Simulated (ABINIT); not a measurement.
PbO (Litharge):

```xyz
4
Lattice="3.9900 0.0000 0.0000 0.0000 3.9900 0.0000 0.0000 0.0000 5.0100" Properties=species:S:1:pos:R:3 pbc="T T T"
Pb    1.9950    0.0000    3.8076
Pb    0.0000    1.9950    1.2024
O     1.9950    1.9950    0.0000
O     0.0000    0.0000    0.0000
```

Base run:

```yaml
Program: ABINIT 10.8.3 (patched build)
Functional: LDA
Potentials_or_basis: PseudoDojo NC SR LDA v0.4 stringent
Cutoff: 1143 eV
k_mesh: 8 × 8 × 8, shifted
Occupations: fixed
Spin: no spin polarisation
```

Its results: pressure -4.0 GPa; largest force 0.656 eV/Å.

Task: The run is repeated on the same cell with these changes: potentials or basis from PseudoDojo NC SR LDA v0.4 stringent to JTH PAW LDA v2.0 sp; cutoff from 1143 eV to 517 eV; k mesh from 8 × 8 × 8, shifted to 6 × 6 × 4, shifted; valence electrons from 56 to 20. What comes out?

Result: Pressure -1.6 GPa; largest force 0.254 eV/Å.

Caveats: this set keeps more shells in the core, which shifts pressures and gaps (some runs).

Not every run made on this cell is shown here.
